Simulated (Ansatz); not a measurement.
## ZnO (zincite) under changes of volume

One of the cells (11.900 Å³/atom); the others are scaled copies at fixed shape and fractional positions:

```
Zn O
1.0
     3.24931    0.00000    0.00000
    -1.62465    2.81398    0.00000
     0.00000    0.00000    5.20571
Zn O
2 2
Direct
  0.66667 0.33333 0.00000
  0.33333 0.66667 0.50000
  0.33333 0.66667 0.87901
  0.66667 0.33333 0.37901
```

- Program: Ansatz 0.2.0
- Functional: LDA
- Potentials or basis: all-electron LAPW, scalar-relativistic
- Cutoff: 397 eV (chosen from the basis error)
- Basis error allowed: 0.002 eV/atom
- k mesh: 9 × 9 × 5
- Occupations: fermi-dirac, width 0.05 eV
- Spin: no spin polarisation

```csv
volume (Å³/atom),energy over the lowest point (meV/atom),pressure (GPa),gap on the mesh (eV),largest force (eV/Å)
11.186,0.66,2.2,0.85,0.074
11.424,0.00,-1.2,0.81,0.066
11.662,4.17,-4.3,0.78,0.059
11.900,12.66,-7.1,0.75,0.052
12.138,24.99,-9.5,0.71,0.045
12.376,?,?,?,?
12.614,59.56,-13.6,0.65,0.033
```

What does the run at 12.376 Å³/atom give?

Energy over the lowest point 40.75 meV/atom; pressure -11.7 GPa; gap on the mesh 0.68 eV; largest force 0.039 eV/Å.

Worked out: A Birch-Murnaghan fit of order 3 (a polynomial in V^(-2/3)) to the other rows has its minimum at 11.34 Å³/atom with B0 = V·E''(V) = 162 GPa and B' = 4.5 at fixed shape and positions, which overstates the stiffness. It gives 40.75 meV/atom at 12.376 Å³/atom, against the run's 40.75, and -dE/dV = -11.7 GPa, against -11.7. A straight line through the other rows of the gap, of slope -1.66 eV per unit of ln V (its deformation potential), gives 0.68 eV, against the run's 0.68.

Energies are extrapolated to zero smearing.
